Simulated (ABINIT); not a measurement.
Here is an ABINIT 10.8.3 (patched build) calculation.

File run.abi:

```
pp_dirpath "./"
pseudos "V.GGA_PBE-JTH.xml"

acell 3*1.0
rprim
    -2.8617067568     2.8617067568     2.8617067568
     2.8617067568    -2.8617067568     2.8617067568
     2.8617067568     2.8617067568    -2.8617067568
ntypat 1
znucl 23
natom 1
typat 1
xred
     0.0000000000     0.0000000000     0.0000000000

ecut 15.0
pawecutdg 30.0
pawxcdev 0

kptopt 1
ngkpt 12 12 12
nshiftk 1
shiftk 0.0 0.0 0.0

ixc 11

nband 11
occopt 7
tsmear 0.1 eV

nsppol 2
spinat
     0.0000000000     0.0000000000     2.0000000000

nstep 100
tolvrs 1.0e-9

iomode 3
prtwf 0
prteig 0
prtebands 0
prtden 1
prtvha 1
prtvclmb 1
prtpot 1
```

Potentials or basis: JTH PAW PBE v2.0.

Command:

```sh
$ abinit run.abi > log 2>&1
```

(1) What does it give for the band gap on the k mesh?

(2) What does it give for the pressure?

(3) Estimate the net moment.

Answers

(1) none (metal or under the smearing width).

(2) -4.9 GPa.

(3) 0.00 μB per cell.
